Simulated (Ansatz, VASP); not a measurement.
BAs: VASP beside Ansatz

```
CELL_PARAMETERS angstrom
0.00000 2.30688 2.30688
2.30688 0.00000 2.30688
2.30688 2.30688 0.00000
ATOMIC_POSITIONS crystal
B 0.00000 0.00000 0.00000
As 0.50000 0.50000 0.50000
```

Change from the starting cell: species swapped into the YAs type (Fm-3m, No. 225).

Alike in both runs: functional PBE; k mesh 20 × 20 × 20; occupations gaussian, width 0.1 eV; no spin polarisation.

Ansatz relaxed the structure, and its values are those at the end. VASP's run is a single point on that final structure, the one shown.

```csv
,VASP,Ansatz
version,VASP 6.6.1,Ansatz 0.2.0
potentials or method,"VASP PAW PBE potentials, release 64 (B, As)","scalar-relativistic, plane waves, PAW"
plane-wave cutoff (eV),520,420
valence electrons in the cell,8,18
```

Ansatz gave:

```
gap on the k mesh at the Fermi level (eV) : none
pressure (GPa)                            : 0.0
```

**Question.** Which values does VASP return?

**Answer.** gap on the k mesh at the Fermi level (eV): none; pressure (GPa): 0.3.

A gap of «none» marks a metal or a gap that the smearing closes. The two sets of potentials don't hold the same shells in valence.
